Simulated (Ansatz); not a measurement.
**CdF2: short molecular dynamics of a 24-atom cell, part 1 of 2**

How do the atoms of CdF2 (fluorite) move when started on their sites? Runs: PBEsol, 40 steps of 1.5 fs under a Nosé-Hoover thermostat at 2200 K; PBE, 20 steps of 2 fs at constant energy, with velocities drawn for 200 K. The cell is a 2×2×2 supercell of the structure relaxed with r2SCAN.

All numbers below are computed with Ansatz 0.2.0 (DFT, plane waves, PAW, no spin polarisation).

### 1 The starting structure

The cell holds 24 atoms (Cd8F16): a = 7.620 Å, b = 7.620 Å, c = 7.620 Å, α = 60.00°, β = 60.00°, γ = 60.00°.

As a file:

```xyz
24
Lattice="0.0000 5.3884 5.3884 5.3884 0.0000 5.3884 5.3884 5.3884 0.0000" Properties=species:S:1:pos:R:3 pbc="T T T"
Cd    0.0000    0.0000    0.0000
F     1.3471    1.3471    1.3471
F     4.0413    4.0413    4.0413
Cd    2.6942    2.6942    0.0000
F     4.0413    4.0413    1.3471
F     6.7354    6.7354    4.0413
Cd    2.6942    0.0000    2.6942
F     4.0413    1.3471    4.0413
F     6.7354    4.0413    6.7354
Cd    5.3884    2.6942    2.6942
F     6.7354    4.0413    4.0413
F     9.4296    6.7354    6.7354
Cd    0.0000    2.6942    2.6942
F     1.3471    4.0413    4.0413
F     4.0413    6.7354    6.7354
Cd    2.6942    5.3884    2.6942
F     4.0413    6.7354    4.0413
F     6.7354    9.4296    6.7354
Cd    2.6942    2.6942    5.3884
F     4.0413    4.0413    6.7354
F     6.7354    6.7354    9.4296
Cd    5.3884    5.3884    5.3884
F     6.7354    6.7354    6.7354
F     9.4296    9.4296    9.4296
```

### 2 Run 1: PBEsol

Contents of input.yaml:

```yaml
crystal:
  lattice:
    - [0.0, 5.3883553621, 5.3883553621]
    - [5.3883553621, 0.0, 5.3883553621]
    - [5.3883553621, 5.3883553621, 0.0]
  atoms:
    - { symbol: Cd, position: [0.0, 0.0, 0.0] }
    - { symbol: F, position: [0.125, 0.125, 0.125] }
    - { symbol: F, position: [0.375, 0.375, 0.375] }
    - { symbol: Cd, position: [0.0, 0.0, 0.5] }
    - { symbol: F, position: [0.125, 0.125, 0.625] }
    - { symbol: F, position: [0.375, 0.375, 0.875] }
    - { symbol: Cd, position: [0.0, 0.5, 0.0] }
    - { symbol: F, position: [0.125, 0.625, 0.125] }
    - { symbol: F, position: [0.375, 0.875, 0.375] }
    - { symbol: Cd, position: [0.0, 0.5, 0.5] }
    - { symbol: F, position: [0.125, 0.625, 0.625] }
    - { symbol: F, position: [0.375, 0.875, 0.875] }
    - { symbol: Cd, position: [0.5, 0.0, 0.0] }
    - { symbol: F, position: [0.625, 0.125, 0.125] }
    - { symbol: F, position: [0.875, 0.375, 0.375] }
    - { symbol: Cd, position: [0.5, 0.0, 0.5] }
    - { symbol: F, position: [0.625, 0.125, 0.625] }
    - { symbol: F, position: [0.875, 0.375, 0.875] }
    - { symbol: Cd, position: [0.5, 0.5, 0.0] }
    - { symbol: F, position: [0.625, 0.625, 0.125] }
    - { symbol: F, position: [0.875, 0.875, 0.375] }
    - { symbol: Cd, position: [0.5, 0.5, 0.5] }
    - { symbol: F, position: [0.625, 0.625, 0.625] }
    - { symbol: F, position: [0.875, 0.875, 0.875] }
kpoints:
  mp_grid: { grid: [2, 2, 2] }
hamiltonian:
  xc: pbesol
scf:
  occupations: { method: fermi_dirac, width: 0.19 }
md:
  ensemble: nvt_nose_hoover
  temperature: 2200
  timestep: 1.5
  n_steps: 40
  initial_velocities: maxwell_boltzmann
  seed: 9536
```

Run with:

```sh
$ ansatz run input.yaml --threads 4 --pin off --max-ram 3686MiB --backend cpu --events-out ev --progress --plain --runs-dir out
```

Log, shortened:

```text
Warning: md: disabling space-group detection — thermal motion breaks the input geometry's symmetry, so no spatial operation reduces the k-mesh or symmetrises the density; time reversal is kept, so that k and −k are solved as one point where they differ and the mesh holds both, and exact [...]
Warning: RAYON_NUM_THREADS=4 ignored (pool sized by the plan → 4); use --threads N
band count auto-derived: 169 (N_el = 272.0; filled up to band 136; 164 by the electrons, moments and atoms)
[...]
Pseudopotentials: kind: paw
Pseudopotential: Cd, paw, valence charge 20, recommended cutoff 420 eV (normal), Cd.paw.azcp
Pseudopotential: F, paw, valence charge 7, recommended cutoff 420 eV (normal), F.paw.azcp
Functional definition: PBEsol
[...]
Crystal: 24 atoms, lattice volume = 312.895 Å³
Basis set: ecut = 420 eV, 6183 PW (Γ), exchange–correlation on 108×108×108 points (8 copies of the dense FFT grid, shifted against one another)
Bands: 169, of which v1, the nominal top of the filled ones, is band 136 counted from 1 (135 counted from 0)
Symmetry: 1 space group operations
k-points: 8
[...]
SCF iter   1: F=—  HF=-78287.060886 eV  |F-HF|=—  |Δ(HF+E_count)|=         —  Δρ=1.66e-2  dr2=5.55e-1  ethr=1.77e-3  ⟨swp⟩=5.0  Hψ=4568  notcnv=0  defer=56
[...]
md step     0: t =     0.00 fs  T =  2200.0 K  F+E_penalty+E_count = -78286.89944449 eV  E_kin = 6.540556 eV  conserved = -78280.35888854 eV  (9 SCF iters)
[...]
md step     1: t =     1.50 fs  T =  2190.4 K  F+E_penalty+E_count = -78286.87076905 eV  E_kin = 6.511953 eV  conserved = -78280.35881741 eV  (8 SCF iters)
[...]
SCF iter   1: F=—  HF=-78286.803622 eV  |F-HF|=—  |Δ(HF+E_count)|=         —  Δρ=5.09e-3  dr2=4.33e-2  ethr=1.56e-5  ⟨swp⟩=2.0  Hψ=5604  notcnv=0
[...]
```

### 3 The log goes on: nvt_nose_hoover at 2200 K

The log, continued, shortened:

```text
SCF iter   2: F=—  HF=-78286.788578 eV  |F-HF|=—  |Δ(HF+E_count)|=   1.50e-2  Δρ=2.30e-3  dr2=8.71e-3  ethr=1.56e-5  ⟨swp⟩=2.5  Hψ=2066  notcnv=0
[...]
md step     2: t =     3.00 fs  T =  2161.8 K  F+E_penalty+E_count = -78286.78564972 eV  E_kin = 6.426976 eV  conserved = -78280.35869253 eV  (8 SCF iters)
[...]
md step    11: t =    16.50 fs  T =  1316.3 K  F+E_penalty+E_count = -78284.25734576 eV  E_kin = 3.913411 eV  conserved = -78280.35412994 eV  (4 SCF iters)
[...]
md step    20: t =    30.00 fs  T =   905.2 K  F+E_penalty+E_count = -78282.98843789 eV  E_kin = 2.691165 eV  conserved = -78280.35408017 eV  (8 SCF iters)
[...]
md step    29: t =    43.50 fs  T =  1105.5 K  F+E_penalty+E_count = -78283.47027639 eV  E_kin = 3.286567 eV  conserved = -78280.35605039 eV  (4 SCF iters)
[...]
md step    40: t =    60.00 fs  T =  1066.6 K  F+E_penalty+E_count = -78283.11567136 eV  E_kin = 3.170987 eV  conserved = -78280.35554119 eV  (8 SCF iters)
SCF converged after 8 iterations
Free energy (F): -78283.115671 eV
[...]
E sigma→0 (E₀):  -78283.113289 eV
Entropy (-TS):   -0.004764 eV (-0.199 meV/atom)
Fermi energy:    8.189994 eV
[...]
--- Forces (eV/Å), atoms counted from 1 ---
  atom   1  Cd    -0.24755922     0.67249427     0.36818142
  atom   2  F      0.77248756     0.51732131     0.10492774
  atom   3  F      0.45302601     0.00866948    -0.13848311
  atom   4  Cd     1.05819906    -0.92554651    -0.16972409
  atom   5  F     -0.21219710     0.83463445    -0.20643304
  atom   6  F     -0.33217865     0.36376385    -0.53389822
  atom   7  Cd     0.29033814     0.44805925    -1.31121961
  atom   8  F      0.61186412    -0.04000316     0.73359663
[...]
--- MD trajectory: 40 steps, t = 0.0 → 60.0 fs ---
  final state: T = 1066.6 K   F+E_penalty+E_count = -78283.11567136 eV   E_kin = 3.170987 eV
  conserved energy: peak-to-peak 6.684e-3 eV (2.785e-4 eV/atom) over 60.0 fs
```

It took 5.6 min on 4 threads of Arm Neoverse N1, shared host; peak memory 1.5 GiB.

### 4 What the atoms did

One step in 2; energies are changes from step 0; msd is the mean square displacement from the start, the centre of mass held:

```csv
time (fs),T (K),potential energy change (meV/atom),conserved energy change (meV/atom),msd F (Å²),msd Cd (Å²)
0.0,2200,0.0,0.00,0.000,0.000
3.0,2162,4.7,0.01,0.002,0.001
6.0,2051,18.5,0.03,0.008,0.002
9.0,1879,39.9,0.06,0.018,0.005
12.0,1663,66.8,0.11,0.031,0.008
15.0,1430,95.9,0.17,0.044,0.012
18.0,1210,123.4,0.23,0.058,0.017
21.0,1036,145.4,0.27,0.070,0.023
24.0,927,159.2,0.28,0.081,0.029
27.0,888,164.5,0.25,0.089,0.036
30.0,905,163.0,0.20,0.095,0.042
33.0,955,157.5,0.15,0.100,0.049
36.0,1013,151.2,0.12,0.103,0.056
39.0,1063,146.2,0.11,0.106,0.063
42.0,1095,143.4,0.11,0.109,0.070
45.0,1112,142.9,0.12,0.112,0.077
48.0,1116,144.0,0.13,0.116,0.084
51.0,1112,146.2,0.14,0.119,0.091
54.0,1101,149.3,0.14,0.123,0.097
57.0,1086,153.2,0.14,0.127,0.104
60.0,1067,157.7,0.14,0.130,0.111
```

time (fs), T (K) and a bar:
```
      0.0       2200 ##############################
      3.0       2162 #############################
      4.5       2115 ############################
      7.5       1972 #########################
     10.5       1775 ####################
     13.5       1547 ###############
     15.0       1430 ############
     18.0       1210 #######
     21.0       1036 ###
     24.0        927 #
     25.5        899 
     28.5        891 
     31.5        928 #
     34.5        984 ##
     36.0       1013 ###
     39.0       1063 ####
     42.0       1095 #####
     45.0       1112 #####
     46.5       1115 #####
     49.5       1115 #####
     52.5       1107 #####
     55.5       1095 #####
     57.0       1086 ####
     60.0       1067 ####
```

Pair distribution over the second half of the run:

```csv
r (Å),g F–F,g Cd–F
0.68,0.00,0.00
0.84,0.00,0.00
1.00,0.00,0.00
1.16,0.00,0.00
1.32,0.00,0.00
1.48,0.00,0.00
1.64,0.00,0.00
1.80,0.00,0.00
1.96,0.00,0.63
2.12,0.00,3.57
2.28,0.21,4.69
2.44,1.86,3.33
2.60,2.87,1.08
2.76,1.80,0.72
2.92,0.80,0.28
```

First peaks of g(r) (not always the tallest), and, where a minimum follows, the mean number of second-named atoms round a first-named one up to the next minimum:

```csv
pair,peak (Å),height,minimum (Å),neighbours
F–F,2.60,2.9,-,-
Cd–F,2.20,4.7,-,-
```

### 5 Frames from the trajectory

Extended XYZ, with forces in eV/Å:

```xyz
24
Lattice="0.000 5.388 5.388 5.388 0.000 5.388 5.388 5.388 0.000" Properties=species:S:1:pos:R:3:forces:R:3 pbc="T T T" time_fs=15.0 T=1430 dE=2.3013
Cd   -0.101   -0.095   -0.056    1.359    1.835    0.730
F     1.252    1.364    1.155    0.159   -0.223    0.779
F     4.254    4.097    4.195   -1.616   -0.369   -0.600
Cd    2.592    2.682   -0.009    0.574    0.136    0.028
F     4.132    4.021    1.280   -0.600   -0.622    0.710
F     6.690    6.930    4.155    0.740   -0.688   -0.227
Cd    2.834    0.003    2.684   -0.781    0.405    0.477
F     4.094    1.580    3.994   -0.444   -1.043    0.137
F     6.845    4.005    6.871   -0.644   -0.899   -1.443
Cd    5.485    2.758    2.681   -0.417   -0.074    0.109
F     6.534    4.292    3.965    2.259   -0.411   -0.190
F     9.335    6.698    6.764    0.347    0.068   -0.228
Cd    0.024    2.674    2.722   -0.511   -0.548   -0.945
F     1.318    3.959    3.872    0.637    1.028    1.204
F     4.192    6.584    6.798   -0.692    0.780    0.068
Cd    2.644    5.323    2.647    1.523    0.156    1.322
F     4.159    6.695    3.986   -0.978    0.377    0.071
F     6.757    9.490    6.763   -0.400   -0.158   -0.187
Cd    2.624    2.704    5.481    0.294   -0.229   -0.727
F     3.797    3.993    6.716    1.315    0.024    0.780
F     6.763    6.805    9.441    0.066   -0.109   -0.373
Cd    5.406    5.480    5.380   -0.074   -0.328    0.172
F     6.754    6.487    6.799   -0.356    1.390   -0.298
F     9.607    9.349    9.599   -1.760   -0.497   -1.366
24
Lattice="0.000 5.388 5.388 5.388 0.000 5.388 5.388 5.388 0.000" Properties=species:S:1:pos:R:3:forces:R:3 pbc="T T T" time_fs=30.0 T=905 dE=3.9110
Cd   -0.178   -0.157   -0.099    1.617    2.396    1.043
F     1.171    1.355    1.048   -0.106   -0.493    1.073
F     4.303    4.114    4.288   -1.343   -0.347   -0.532
Cd    2.501    2.672   -0.017    1.214    0.255   -0.118
F     4.159    3.937    1.287   -0.751   -0.458    0.710
F     6.717    7.051    4.242    0.271   -0.976   -0.432
Cd    2.959    0.014    2.683   -1.484    0.532    1.136
F     4.102    1.700    3.961   -0.392   -1.422    0.230
F     6.887    3.878    6.857   -0.826   -0.497   -1.250
Cd    5.575    2.821    2.670   -0.816   -0.197    0.595
F     6.566    4.500    3.869    2.115   -0.504   -0.163
F     9.278    6.667    6.767    0.424   -0.095   -0.378
Cd    0.038    2.645    2.732   -0.480   -0.678   -1.199
F     1.350    3.986    3.830    0.150    1.162    1.347
F     4.270    6.517    6.866   -0.717    1.130   -0.095
Cd    2.623    5.261    2.624    2.190    0.254    1.534
F     4.175    6.692    3.939   -0.979    0.143    0.152
F     6.736    9.536    6.768   -0.516   -0.015   -0.479
Cd    2.559    2.710    5.561    0.825   -0.222   -0.867
F     3.697    3.946    6.778    1.977   -0.198    0.704
F     6.796    6.861    9.409   -0.150   -0.284   -0.820
Cd    5.422    5.566    5.374   -0.198   -0.817   -0.500
F     6.735    6.386    6.832   -0.316    1.667   -0.311
F     9.600    9.215    9.625   -1.711   -0.337   -1.380
24
Lattice="0.000 5.388 5.388 5.388 0.000 5.388 5.388 5.388 0.000" Properties=species:S:1:pos:R:3:forces:R:3 pbc="T T T" time_fs=45.0 T=1112 dE=3.4284
Cd   -0.228   -0.176   -0.124    0.430    1.034    0.541
F     1.081    1.293    1.055    0.100   -0.331    0.575
F     4.206    4.097    4.322   -0.007    0.217   -0.312
Cd    2.432    2.664   -0.030    1.862   -0.962   -1.146
F     4.104    3.805    1.368   -0.504    0.349   -0.052
F     6.772    7.068    4.276   -0.530   -0.500   -0.983
Cd    3.058    0.036    2.703   -1.143    0.536    0.810
F     4.068    1.665    3.956    0.090   -1.103    0.487
F     6.830    3.712    6.723   -1.207    1.735    1.048
Cd    5.650    2.881    2.671   -1.236   -0.352    1.009
F     6.823    4.650    3.764   -0.287   -0.961    0.905
F     9.265    6.621    6.729    0.137   -0.428   -0.346
Cd    0.044    2.602    2.720   -0.269   -0.471   -0.738
F     1.394    4.134    3.934   -0.816    0.100    0.615
F     4.272    6.574    6.916   -0.325    0.837   -0.923
Cd    2.641    5.202    2.628    1.548    0.504    0.345
F     4.085    6.701    3.909   -0.279   -0.537    0.325
F     6.663    9.578    6.718    0.111   -0.085   -0.690
Cd    2.510    2.713    5.627    1.728    0.468   -0.270
F     3.808    3.873    6.913    1.118   -0.484   -0.161
F     6.813    6.888    9.292   -0.203   -0.178   -0.233
Cd    5.434    5.637    5.358   -0.699   -1.297   -1.102
F     6.687    6.463    6.834    0.434    0.622    0.090
F     9.412    9.057    9.509   -0.053    1.288    0.205
24
Lattice="0.000 5.388 5.388 5.388 0.000 5.388 5.388 5.388 0.000" Properties=species:S:1:pos:R:3:forces:R:3 pbc="T T T" time_fs=60.0 T=1067 dE=3.7838
Cd   -0.269   -0.174   -0.138   -0.248    0.672    0.368
F     1.005    1.198    1.129    0.772    0.517    0.105
F     4.096    4.097    4.321    0.453    0.009   -0.138
Cd    2.395    2.641   -0.062    1.058   -0.926   -0.170
F     3.989    3.707    1.453   -0.212    0.835   -0.206
F     6.778    7.032    4.209   -0.332    0.364   -0.534
Cd    3.141    0.068    2.736    0.290    0.448   -1.311
F     4.044    1.508    4.008    0.612   -0.040    0.734
F     6.648    3.715    6.670   -0.114    1.600    0.343
Cd    5.702    2.937    2.690   -1.556    0.072    0.585
F     7.048    4.686    3.758   -2.700   -1.664    1.540
F     9.266    6.529    6.651   -0.272   -0.356   -0.068
Cd    0.045    2.548    2.695   -0.198   -0.760    0.186
F     1.361    4.304    4.109   -0.382   -0.533   -0.456
F     4.230    6.721    6.870   -0.381   -0.217   -0.910
Cd    2.690    5.152    2.641    0.561    0.423    0.182
F     3.959    6.656    3.915    0.356   -0.437    0.285
F     6.596    9.607    6.600    0.370   -0.585    0.314
Cd    2.493    2.724    5.687    1.846    0.371   -0.695
F     4.045    3.757    7.034   -0.563    0.618   -1.141
F     6.810    6.896    9.150   -0.079    0.031    0.866
Cd    5.434    5.685    5.322   -0.667   -1.177   -0.454
F     6.679    6.616    6.837    0.303   -0.227   -0.423
F     9.206    9.022    9.404    1.083    0.963    1.001
```

### 6 Run 2: PBE

input.yaml: that of step 2 with these lines changed.

```diff
@@ -33,11 +33,11 @@
 hamiltonian:
-  xc: pbesol
+  xc: pbe
 scf:
-  occupations: { method: fermi_dirac, width: 0.19 }
+  occupations: { method: fermi_dirac, width: 0.02 }
 md:
-  ensemble: nvt_nose_hoover
-  temperature: 2200
-  timestep: 1.5
-  n_steps: 40
+  ensemble: nve
+  temperature: 200
+  timestep: 2.0
+  n_steps: 20
   initial_velocities: maxwell_boltzmann
-  seed: 9536
+  seed: 1659
```

Run with:

```sh
$ ansatz run input.yaml --threads 4 --pin off --max-ram 3686MiB --backend cpu --events-out ev --progress --plain --runs-dir out
```

Log, shortened:

```text
Warning: md: disabling space-group detection — thermal motion breaks the input geometry's symmetry, so no spatial operation reduces the k-mesh or symmetrises the density; time reversal is kept, so that k and −k are solved as one point where they differ and the mesh holds both, and exact [...]
Warning: RAYON_NUM_THREADS=4 ignored (pool sized by the plan → 4); use --threads N
[...]
[... 3 set-up lines as earlier in the session ...]
Functional definition: PBE
[...]
Crystal: 24 atoms, lattice volume = 312.895 Å³
Basis set: ecut = 420 eV, 6183 PW (Γ), exchange–correlation on 108×108×108 points (8 copies of the dense FFT grid, shifted against one another)
Bands: 164, of which v1, the nominal top of the filled ones, is band 136 counted from 1 (135 counted from 0)
[... 1 set-up line as earlier in the session ...]
k-points: 8
[...]
SCF iter   1: F=—  HF=-78977.071333 eV  |F-HF|=—  |Δ(HF+E_count)|=         —  Δρ=5.86e-4  dr2=2.07e-4  ethr=1.77e-3  ⟨swp⟩=5.6  Hψ=4199  notcnv=0  defer=63
[...]
md step     0: t =     0.00 fs  T =   200.0 K  F+E_penalty+E_count = -78977.07864747 eV  E_kin = 0.594596 eV  conserved = -78976.48405148 eV  (6 SCF iters)
[...]
md step     6: t =    12.00 fs  T =   147.9 K  F+E_penalty+E_count = -78976.92312174 eV  E_kin = 0.439555 eV  conserved = -78976.48356624 eV  (3 SCF iters)
[...]
md step     7: t =    14.00 fs  T =   132.9 K  F+E_penalty+E_count = -78976.87865558 eV  E_kin = 0.395222 eV  conserved = -78976.48343318 eV  (3 SCF iters)
```

### 7 The log goes on: nve at 200 K

Output, continued, shortened:

```text
SCF iter   1: F=—  HF=-78976.834056 eV  |F-HF|=—  |Δ(HF+E_count)|=         —  Δρ=3.60e-5  dr2=1.18e-6  ethr=5.11e-9  ⟨swp⟩=3.1  Hψ=2681  notcnv=0  defer=112
[...]
md step     8: t =    16.00 fs  T =   118.0 K  F+E_penalty+E_count = -78976.83405616 eV  E_kin = 0.350752 eV  conserved = -78976.48330452 eV  (2 SCF iters)
[...]
md step    11: t =    22.00 fs  T =    79.5 K  F+E_penalty+E_count = -78976.71923284 eV  E_kin = 0.236223 eV  conserved = -78976.48300962 eV  (4 SCF iters)
[...]
md step    14: t =    28.00 fs  T =    60.3 K  F+E_penalty+E_count = -78976.66215118 eV  E_kin = 0.179203 eV  conserved = -78976.48294855 eV  (3 SCF iters)
[...]
md step    17: t =    34.00 fs  T =    63.4 K  F+E_penalty+E_count = -78976.67148178 eV  E_kin = 0.188351 eV  conserved = -78976.48313050 eV  (3 SCF iters)
[...]
md step    20: t =    40.00 fs  T =    80.4 K  F+E_penalty+E_count = -78976.72251483 eV  E_kin = 0.239092 eV  conserved = -78976.48342250 eV  (7 SCF iters)
SCF converged after 7 iterations
Free energy (F): -78976.722515 eV
[...]
E sigma→0 (E₀):  -78976.722515 eV
Fermi energy:    8.030687 eV
[...]
--- Forces (eV/Å), atoms counted from 1 ---
  atom   1  Cd     0.10556570     0.17296062    -0.34580866
  atom   2  F     -0.12918617    -0.34271544     0.13495867
  atom   3  F     -0.37344116     0.16860114     0.29345059
  atom   4  Cd    -0.20750747     0.08084805    -0.27611742
  atom   5  F      0.11132084    -0.44551501     0.17769554
  atom   6  F     -0.06962983    -0.03831298    -0.45437010
  atom   7  Cd     0.22035122    -0.03198623    -0.30679037
  atom   8  F     -0.07769678    -0.18105254     0.17070112
[...]
--- MD trajectory: 20 steps, t = 0.0 → 40.0 fs ---
  final state: T = 80.4 K   F+E_penalty+E_count = -78976.72251483 eV   E_kin = 0.239092 eV
  conserved energy: peak-to-peak 1.113e-3 eV (4.636e-5 eV/atom) over 40.0 fs
```

Wall time 2.5 min (4 threads of Arm Neoverse N1, shared host); peak memory 1.5 GiB.

### 8 The trajectory

The trajectory, step by step (energies from step 0); msd is the mean square displacement from the start, the centre of mass held:

```csv
time (fs),T (K),potential energy change (meV/atom),total energy change (meV/atom),msd F (Å²),msd Cd (Å²)
0.0,200,0.0,0.00,0.000,0.000
2.0,198,0.2,0.00,0.000,0.000
4.0,193,0.8,0.00,0.000,0.000
6.0,185,1.8,0.01,0.001,0.000
8.0,175,3.1,0.01,0.002,0.000
10.0,162,4.7,0.01,0.003,0.000
12.0,148,6.5,0.02,0.003,0.000
14.0,133,8.3,0.03,0.005,0.001
16.0,118,10.2,0.03,0.006,0.001
18.0,104,12.0,0.04,0.007,0.001
20.0,91,13.6,0.04,0.008,0.001
22.0,79,15.0,0.04,0.009,0.002
24.0,71,16.1,0.05,0.009,0.002
26.0,64,16.9,0.05,0.010,0.002
28.0,60,17.4,0.05,0.011,0.002
30.0,59,17.5,0.04,0.011,0.003
32.0,60,17.4,0.04,0.012,0.003
34.0,63,17.0,0.04,0.012,0.003
36.0,68,16.4,0.03,0.012,0.004
38.0,74,15.6,0.03,0.012,0.004
40.0,80,14.8,0.03,0.012,0.004
```

time (fs), T (K) and a bar:
```
      0.0        200 ##############################
      2.0        198 ##############################
      4.0        193 #############################
      6.0        185 ###########################
      8.0        175 #########################
     10.0        162 ######################
     12.0        148 ###################
     14.0        133 ################
     16.0        118 #############
     18.0        104 #########
     20.0         91 #######
     22.0         79 ####
     24.0         71 ##
     26.0         64 #
     28.0         60 
     30.0         59 
     32.0         60 
     34.0         63 #
     36.0         68 ##
     38.0         74 ###
     40.0         80 #####
```

Pair distribution over the second half of the run:

```csv
r (Å),g F–F,g Cd–F
0.68,0.00,0.00
0.84,0.00,0.00
1.00,0.00,0.00
1.16,0.00,0.00
1.32,0.00,0.00
1.48,0.00,0.00
1.64,0.00,0.00
1.80,0.00,0.00
1.96,0.00,0.00
2.12,0.00,0.38
2.28,0.00,8.77
2.44,0.05,5.13
2.60,4.05,0.00
2.76,4.15,0.00
2.92,0.35,0.00
```

First peaks of g(r) (not always the tallest), and, where a minimum follows, the mean number of second-named atoms round a first-named one up to the next minimum:

```csv
pair,peak (Å),height,minimum (Å),neighbours
F–F,2.68,5.8,-,-
Cd–F,2.36,10.0,2.60,8.0
```

(Continued in part 2 of 2.)
